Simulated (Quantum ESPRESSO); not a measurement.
# Ta2N (P-3m1) in Quantum ESPRESSO: further runs

Aim: see how the results for Ta2N move with the level of theory and the settings. Levels: PBEsol, LDA. Tasks: band structure, single point, equation of state.

Everything below comes from runs of Quantum ESPRESSO 7.5. Logs are shortened: lines on timing, memory, paths and dates and some standing lists are left out, and cuts for length are marked.

### Step 1. Starting point

Symmetry: P-3m1, No. 164, trigonal system. The conventional cell has a = 3.113 Å, b = 3.113 Å, c = 4.870 Å, α = 90.00°, β = 90.00°, γ = 120.00°. Ta (site symmetry 3m) is surrounded by 3 N at 2.18 Å. N (site symmetry -3m) has 6 Ta at 2.18 Å as nearest neighbours.

The cell comes from a database or a generator and needn't be the stable form of this composition.

### Step 2. Band structure, PBEsol

pw.in reads:

```
&CONTROL
  calculation = 'scf'
  prefix = 'pwscf'
  outdir = './tmp'
  pseudo_dir = './pseudo'
  tprnfor = .true.
  tstress = .true.
  disk_io = 'low'
/
&SYSTEM
  ibrav = 0
  celldm(1) = 8
  nat = 3
  ntyp = 2
  ecutwfc = 56
  ecutrho = 448
  nbnd = 23
  occupations = 'smearing'
  smearing = 'fd'
  degauss = 0.00367493
/
&ELECTRONS
  conv_thr = 6d-10
  electron_maxstep = 120
  mixing_beta = 0.5
/
ATOMIC_SPECIES
Ta   180.9479 ta_pbesol_v1.uspp.F.UPF
N     14.0070 n_pbesol_v1.2.uspp.F.UPF
CELL_PARAMETERS alat
  0.7353069637788   0.0000000000000   0.0000000000000
 -0.3676534818894   0.6367945101982   0.0000000000000
  0.0000000000000   0.0000000000000   1.1503332200592
ATOMIC_POSITIONS crystal
Ta     0.3333333333    0.6666666667    0.2547110000
Ta     0.6666666667    0.3333333333    0.7452890000
N      0.0000000000    0.0000000000    0.0000000000
K_POINTS automatic
10 10 6 0 0 0
```

bands_first_try.in reads:

```
&CONTROL
  calculation = 'bands'
  prefix = 'pwscf'
  outdir = './tmp'
  pseudo_dir = './pseudo'
  disk_io = 'low'
  verbosity = 'high'
/
&SYSTEM
  ibrav = 0
  celldm(1) = 8
  nat = 3
  ntyp = 2
  ecutwfc = 56
  ecutrho = 448
  nbnd = 23
  occupations = 'smearing'
  smearing = 'fd'
  degauss = 0.00367493
/
&ELECTRONS
  conv_thr = 1d-08
  electron_maxstep = 120
  mixing_beta = 0.5
  diago_full_acc = .true.
  startingwfc = 'random'
/
ATOMIC_SPECIES
Ta   180.9479 ta_pbesol_v1.uspp.F.UPF
N     14.0070 n_pbesol_v1.2.uspp.F.UPF
CELL_PARAMETERS alat
  0.7353069637788   0.0000000000000   0.0000000000000
 -0.3676534818894   0.6367945101982   0.0000000000000
  0.0000000000000   0.0000000000000   1.1503332200592
ATOMIC_POSITIONS crystal
Ta     0.3333333333    0.6666666667    0.2547110000
Ta     0.6666666667    0.3333333333    0.7452890000
N      0.0000000000    0.0000000000    0.0000000000
K_POINTS crystal
60
 0.0000000000  0.0000000000  0.0000000000 1
 0.0714285714  0.0000000000  0.0000000000 1
 0.1428571429  0.0000000000  0.0000000000 1
 0.2142857143  0.0000000000  0.0000000000 1
 0.2857142857  0.0000000000  0.0000000000 1
 0.3571428571  0.0000000000  0.0000000000 1
 0.4285714286  0.0000000000  0.0000000000 1
 0.5000000000  0.0000000000  0.0000000000 1
 0.4583333333  0.0833333333  0.0000000000 1
 0.4166666667  0.1666666667  0.0000000000 1
 0.3750000000  0.2500000000  0.0000000000 1
 0.3333333333  0.3333333333  0.0000000000 1
 0.2962962963  0.2962962963  0.0000000000 1
 0.2592592593  0.2592592593  0.0000000000 1
 0.2222222222  0.2222222222  0.0000000000 1
 0.1851851852  0.1851851852  0.0000000000 1
 0.1481481481  0.1481481481  0.0000000000 1
 0.1111111111  0.1111111111  0.0000000000 1
 0.0740740741  0.0740740741  0.0000000000 1
 0.0370370370  0.0370370370  0.0000000000 1
 0.0000000000  0.0000000000  0.0000000000 1
 0.0000000000  0.0000000000  0.1250000000 1
 0.0000000000  0.0000000000  0.2500000000 1
 0.0000000000  0.0000000000  0.3750000000 1
 0.0000000000  0.0000000000  0.5000000000 1
 0.0625000000  0.0000000000  0.5000000000 1
 0.1250000000  0.0000000000  0.5000000000 1
 0.1875000000  0.0000000000  0.5000000000 1
 0.2500000000  0.0000000000  0.5000000000 1
 0.3125000000  0.0000000000  0.5000000000 1
 0.3750000000  0.0000000000  0.5000000000 1
 0.4375000000  0.0000000000  0.5000000000 1
 0.5000000000  0.0000000000  0.5000000000 1
 0.4666666667  0.0666666667  0.5000000000 1
 0.4333333333  0.1333333333  0.5000000000 1
 0.4000000000  0.2000000000  0.5000000000 1
 0.3666666667  0.2666666667  0.5000000000 1
 0.3333333333  0.3333333333  0.5000000000 1
 0.3030303030  0.3030303030  0.5000000000 1
 0.2727272727  0.2727272727  0.5000000000 1
 0.2424242424  0.2424242424  0.5000000000 1
 0.2121212121  0.2121212121  0.5000000000 1
 0.1818181818  0.1818181818  0.5000000000 1
 0.1515151515  0.1515151515  0.5000000000 1
 0.1212121212  0.1212121212  0.5000000000 1
 0.0909090909  0.0909090909  0.5000000000 1
 0.0606060606  0.0606060606  0.5000000000 1
 0.0303030303  0.0303030303  0.5000000000 1
 0.0000000000  0.0000000000  0.5000000000 1
 0.5000000000  0.0000000000  0.5000000000 1
 0.5000000000  0.0000000000  0.4000000000 1
 0.5000000000  0.0000000000  0.3000000000 1
 0.5000000000  0.0000000000  0.2000000000 1
 0.5000000000  0.0000000000  0.1000000000 1
 0.5000000000  0.0000000000  0.0000000000 1
 0.3333333333  0.3333333333  0.0000000000 1
 0.3333333333  0.3333333333  0.1250000000 1
 0.3333333333  0.3333333333  0.2500000000 1
 0.3333333333  0.3333333333  0.3750000000 1
 0.3333333333  0.3333333333  0.5000000000 1
```

bands.in reads:

```
&CONTROL
  calculation = 'bands'
  prefix = 'pwscf'
  outdir = './tmp'
  pseudo_dir = './pseudo'
  disk_io = 'low'
  verbosity = 'high'
/
&SYSTEM
  ibrav = 0
  celldm(1) = 8
  nat = 3
  ntyp = 2
  ecutwfc = 56
  ecutrho = 448
  nbnd = 23
  occupations = 'smearing'
  smearing = 'fd'
  degauss = 0.00367493
/
&ELECTRONS
  conv_thr = 1d-08
  electron_maxstep = 120
  mixing_beta = 0.5
  diago_full_acc = .true.
/
ATOMIC_SPECIES
Ta   180.9479 ta_pbesol_v1.uspp.F.UPF
N     14.0070 n_pbesol_v1.2.uspp.F.UPF
CELL_PARAMETERS alat
  0.7353069637788   0.0000000000000   0.0000000000000
 -0.3676534818894   0.6367945101982   0.0000000000000
  0.0000000000000   0.0000000000000   1.1503332200592
ATOMIC_POSITIONS crystal
Ta     0.3333333333    0.6666666667    0.2547110000
Ta     0.6666666667    0.3333333333    0.7452890000
N      0.0000000000    0.0000000000    0.0000000000
K_POINTS crystal
60
 0.0000000000  0.0000000000  0.0000000000 1
 0.0714285714  0.0000000000  0.0000000000 1
 0.1428571429  0.0000000000  0.0000000000 1
 0.2142857143  0.0000000000  0.0000000000 1
 0.2857142857  0.0000000000  0.0000000000 1
 0.3571428571  0.0000000000  0.0000000000 1
 0.4285714286  0.0000000000  0.0000000000 1
 0.5000000000  0.0000000000  0.0000000000 1
 0.4583333333  0.0833333333  0.0000000000 1
 0.4166666667  0.1666666667  0.0000000000 1
 0.3750000000  0.2500000000  0.0000000000 1
 0.3333333333  0.3333333333  0.0000000000 1
 0.2962962963  0.2962962963  0.0000000000 1
 0.2592592593  0.2592592593  0.0000000000 1
 0.2222222222  0.2222222222  0.0000000000 1
 0.1851851852  0.1851851852  0.0000000000 1
 0.1481481481  0.1481481481  0.0000000000 1
 0.1111111111  0.1111111111  0.0000000000 1
 0.0740740741  0.0740740741  0.0000000000 1
 0.0370370370  0.0370370370  0.0000000000 1
 0.0000000000  0.0000000000  0.0000000000 1
 0.0000000000  0.0000000000  0.1250000000 1
 0.0000000000  0.0000000000  0.2500000000 1
 0.0000000000  0.0000000000  0.3750000000 1
 0.0000000000  0.0000000000  0.5000000000 1
 0.0625000000  0.0000000000  0.5000000000 1
 0.1250000000  0.0000000000  0.5000000000 1
 0.1875000000  0.0000000000  0.5000000000 1
 0.2500000000  0.0000000000  0.5000000000 1
 0.3125000000  0.0000000000  0.5000000000 1
 0.3750000000  0.0000000000  0.5000000000 1
 0.4375000000  0.0000000000  0.5000000000 1
 0.5000000000  0.0000000000  0.5000000000 1
 0.4666666667  0.0666666667  0.5000000000 1
 0.4333333333  0.1333333333  0.5000000000 1
 0.4000000000  0.2000000000  0.5000000000 1
 0.3666666667  0.2666666667  0.5000000000 1
 0.3333333333  0.3333333333  0.5000000000 1
 0.3030303030  0.3030303030  0.5000000000 1
 0.2727272727  0.2727272727  0.5000000000 1
 0.2424242424  0.2424242424  0.5000000000 1
 0.2121212121  0.2121212121  0.5000000000 1
 0.1818181818  0.1818181818  0.5000000000 1
 0.1515151515  0.1515151515  0.5000000000 1
 0.1212121212  0.1212121212  0.5000000000 1
 0.0909090909  0.0909090909  0.5000000000 1
 0.0606060606  0.0606060606  0.5000000000 1
 0.0303030303  0.0303030303  0.5000000000 1
 0.0000000000  0.0000000000  0.5000000000 1
 0.5000000000  0.0000000000  0.5000000000 1
 0.5000000000  0.0000000000  0.4000000000 1
 0.5000000000  0.0000000000  0.3000000000 1
 0.5000000000  0.0000000000  0.2000000000 1
 0.5000000000  0.0000000000  0.1000000000 1
 0.5000000000  0.0000000000  0.0000000000 1
 0.3333333333  0.3333333333  0.0000000000 1
 0.3333333333  0.3333333333  0.1250000000 1
 0.3333333333  0.3333333333  0.2500000000 1
 0.3333333333  0.3333333333  0.3750000000 1
 0.3333333333  0.3333333333  0.5000000000 1
```

Potentials or basis: GBRV 1.5 PBEsol.

Run with:

```sh
$ OMP_NUM_THREADS=1 mpirun -n 2 pw.x -nk 2 -in pw.in > pw.out
$ OMP_NUM_THREADS=1 mpirun -n 2 pw.x -nk 2 -in bands_first_try.in > bands_first_try.out
$ OMP_NUM_THREADS=1 mpirun -n 2 pw.x -nk 2 -in bands.in > bands.out
```

pw.out:

```text
This program is part of the open-source Quantum ESPRESSO suite
     for quantum simulation of materials; please cite
         "P. Giannozzi et al., J. Phys.:Condens. Matter 21 395502 (2009);
         "P. Giannozzi et al., J. Phys.:Condens. Matter 29 465901 (2017);
         "P. Giannozzi et al., J. Chem. Phys. 152 154105 (2020);
     in publications or presentations arising from this work. More details at

     Message from routine setup:
     using ibrav=0 with symmetry is DISCOURAGED, use correct ibrav instead

     K-points division:     npool     =       2
     Subspace diagonalization in iterative solution of the eigenvalue problem:
     a serial algorithm will be used

     G-vector sticks info
     --------------------
     sticks:   dense  smooth     PW     G-vecs:    dense   smooth      PW
     Sum        1069     535    163                44067    15481    2623

     Using Slab Decomposition

     bravais-lattice index     =            0
     lattice parameter (alat)  =       8.0000  a.u.
     unit-cell volume          =     275.7793 (a.u.)^3
     number of atoms/cell      =            3
     number of atomic types    =            2
     number of electrons       =        31.00
     number of Kohn-Sham states=           23
     kinetic-energy cutoff     =      56.0000  Ry
     charge density cutoff     =     448.0000  Ry
     scf convergence threshold =      6.0E-10
     mixing beta               =       0.5000
     number of iterations used =            8  plain     mixing
     Exchange-correlation= SLA  PW   PSX  PSC
                           (   1   4  10   8   0   0   0)

     celldm(1)=   8.000000  celldm(2)=   0.000000  celldm(3)=   0.000000
     celldm(4)=   0.000000  celldm(5)=   0.000000  celldm(6)=   0.000000

     crystal axes: (cart. coord. in units of alat)
               a(1) = (   0.735307   0.000000   0.000000 )
               a(2) = (  -0.367653   0.636795   0.000000 )
               a(3) = (   0.000000   0.000000   1.150333 )

     reciprocal axes: (cart. coord. in units 2 pi/alat)
               b(1) = (  1.359976  0.785183 -0.000000 )
               b(2) = (  0.000000  1.570365  0.000000 )
               b(3) = (  0.000000 -0.000000  0.869313 )

     PseudoPot. # 1 for Ta read from file:
     ta_pbesol_v1.uspp.F.UPF
     Pseudo is Ultrasoft + core correction, Zval = 13.0
     Generated by new atomic code, or converted to UPF format
     Using radial grid of  921 points,  7 beta functions with:
                l(1) =   0
                l(2) =   0
                l(3) =   1
                l(4) =   1
                l(5) =   2
                l(6) =   2
                l(7) =   3
     Q(r) pseudized with  6 coefficients,  rinner =    1.300   1.300   1.300
                                                       1.300   1.300   1.300
                                                       1.300

     PseudoPot. # 2 for N  read from file:
     n_pbesol_v1.2.uspp.F.UPF
     Pseudo is Ultrasoft + core correction, Zval =  5.0
     Generated by new atomic code, or converted to UPF format
     Using radial grid of  729 points,  4 beta functions with:
                l(1) =   0
                l(2) =   0
                l(3) =   1
                l(4) =   1
     Q(r) pseudized with  8 coefficients,  rinner =    0.900   0.900   0.900

     atomic species   valence    mass     pseudopotential
     Ta               13.00   180.94790     Ta( 1.00)
     N                 5.00    14.00700     N ( 1.00)

     12 Sym. Ops., with inversion, found

   Cartesian axes

     site n.     atom                  positions (alat units)
         1        Ta     tau(   1) = (  -0.0000000   0.4245297   0.2930025  )
         2        Ta     tau(   2) = (   0.3676535   0.2122648   0.8573307  )
         3        N      tau(   3) = (   0.0000000   0.0000000   0.0000000  )

     number of k points=    72  Fermi-Dirac smearing, width (Ry)=  0.0037
                       cart. coord. in units 2pi/alat
        k(    1) = (   0.0000000   0.0000000   0.0000000), wk =   0.0033333
        k(    2) = (   0.0000000   0.0000000   0.1448856), wk =   0.0066667
        k(    3) = (   0.0000000   0.0000000   0.2897711), wk =   0.0066667
        k(    4) = (   0.0000000   0.0000000  -0.4346567), wk =   0.0033333
        k(    5) = (   0.0000000   0.1570365   0.0000000), wk =   0.0200000
        k(    6) = (   0.0000000   0.1570365   0.1448856), wk =   0.0200000
[... 64 lines left out ...]
        k(   71) = (  -0.2719952   0.6281461  -0.1448856), wk =   0.0400000
        k(   72) = (  -0.2719952   0.6281461  -0.2897711), wk =   0.0400000

     Dense  grid:    44067 G-vectors     FFT dimensions: (  40,  40,  64)

     Smooth grid:    15481 G-vectors     FFT dimensions: (  30,  30,  45)

     Initial potential from superposition of free atoms

     starting charge      30.9980, renormalised to      31.0000

     negative rho (up, down):  1.876E-01 0.000E+00
     Starting wfcs are   30 randomized atomic wfcs

     Self-consistent Calculation

     iteration #  1     ecut=    56.00 Ry     beta= 0.50
     Davidson diagonalization with overlap
     ethr =  1.00E-02,  avg # of iterations =  2.0

     negative rho (up, down):  1.928E-01 0.000E+00
[... 67 lines left out ...]
     iteration #  9     ecut=    56.00 Ry     beta= 0.50
     Davidson diagonalization with overlap
     ethr =  4.63E-11,  avg # of iterations =  2.1

     negative rho (up, down):  1.995E-01 0.000E+00

     End of self-consistent calculation

          k = 0.0000 0.0000 0.0000 (  1911 PWs)   bands (ev):

   -49.2081 -49.1314 -16.2169 -15.4972 -15.4972 -15.3713 -15.3713 -15.2546
     2.0712  11.0038  13.3731  13.3731  14.4706  18.7380  19.1622  19.1622
    19.6687  19.6687  19.7009  20.5669  20.5669  24.3128  26.1498
[... 129 lines left out ...]
   -49.1408 -49.1281 -16.1856 -16.0713 -15.6311 -15.5994 -15.5074 -15.4524
     2.8889  10.9340  12.7699  13.2523  15.7153  17.0976  17.5522  19.6639
    20.4010  22.6667  22.9252  23.4794  23.9683  25.5114  25.8172

          k = 0.0000-0.7852-0.4347 (  1936 PWs)   bands (ev):

   -49.1354 -49.1335 -16.1797 -16.1324 -15.5737 -15.5656 -15.5039 -15.4888
     2.8768  10.9303  12.7433  13.3218  16.1193  17.2631  17.2980  19.1502
    20.1246  22.6830  22.9208  23.4000  23.8117  25.7577  26.2400

          k = 0.1360 0.2356 0.0000 (  1915 PWs)   bands (ev):
[... 283 lines left out ...]
   -49.1409 -49.1280 -16.0489 -16.0379 -15.7707 -15.6617 -15.5287 -15.4119
     2.9312  11.3908  12.4841  12.9214  16.4331  16.9307  17.3639  19.9374
    19.9721  21.4936  22.9716  23.8574  23.9495  24.7130  26.4841

     the Fermi energy is    19.4009 ev

!    total energy              =    -303.80465295 Ry
     estimated scf accuracy    <          4.7E-10 Ry
     smearing contrib. (-TS)   =      -0.00100501 Ry
     internal energy E=F+TS    =    -303.80364794 Ry

     The total energy is F=E-TS. E is the sum of the following terms:
     one-electron contribution =     -29.39225417 Ry
     hartree contribution      =      31.95255116 Ry
     xc contribution           =     -89.41840183 Ry
     ewald contribution        =    -216.94554310 Ry

     convergence has been achieved in   9 iterations

     negative rho (up, down):  1.995E-01 0.000E+00

     Forces acting on atoms (cartesian axes, Ry/au):

     atom    1 type  1   force =     0.00000000    0.00000000   -0.01049339
     atom    2 type  1   force =     0.00000000    0.00000000    0.01049339
     atom    3 type  2   force =     0.00000000    0.00000000    0.00000000

     Total force =     0.014840     Total SCF correction =     0.000108

     Computing stress (Cartesian axis) and pressure

     negative rho (up, down):  1.995E-01 0.000E+00
          total   stress  (Ry/bohr**3)                   (kbar)     P=      -91.30
  -0.00063856  -0.00000000   0.00000000          -93.93       -0.00        0.00
  -0.00000000  -0.00063856   0.00000000           -0.00      -93.93        0.00
   0.00000000   0.00000000  -0.00058484            0.00        0.00      -86.03

=------------------------------------------------------------------------------=
   JOB DONE.
=------------------------------------------------------------------------------=
```

Wall time 47 s (2 MPI ranks of Intel Xeon Platinum 8375C at 2.90GHz (Ice Lake), shared host); peak memory 0.44 GiB.

Results:

```yaml
Free_energy: -4133.4729 eV
Pressure: -9.1 GPa
Largest_force: 0.270 eV/Å
Band_gap_on_the_k_mesh: none (metal or under the smearing width)
```

Forces in eV/Å, atoms in the order of the input:
```
Ta   0.000  0.000 -0.270
Ta   0.000  0.000  0.270
N    0.000  0.000  0.000
```

Levels at the corners of the path, in eV from the Fermi level:
```csv
point,band 14,band 15,band 16,band 17,band 18,band 19
Γ,-0.66,-0.24,-0.24,0.27,0.27,0.30
M,-2.60,-1.36,1.78,1.89,3.71,3.98
K,-2.70,-2.70,1.27,1.27,2.95,3.44
Γ,-0.66,-0.24,-0.24,0.27,0.27,0.30
A,-2.63,-1.12,-1.12,1.79,1.89,2.27
L,-2.14,-2.10,-0.25,0.72,3.28,3.52
H,-1.90,-1.90,0.62,0.77,0.77,3.98
A,-2.63,-1.12,-1.12,1.79,1.89,2.27
L,-2.14,-2.10,-0.25,0.72,3.28,3.52
M,-2.60,-1.36,1.78,1.89,3.71,3.98
K,-2.70,-2.70,1.27,1.27,2.95,3.44
H,-1.90,-1.90,0.62,0.77,0.77,3.98
```

Caveat: spin-orbit coupling is left out, which moves the levels of the heavy elements.

(Continued in part 2 of 2.)
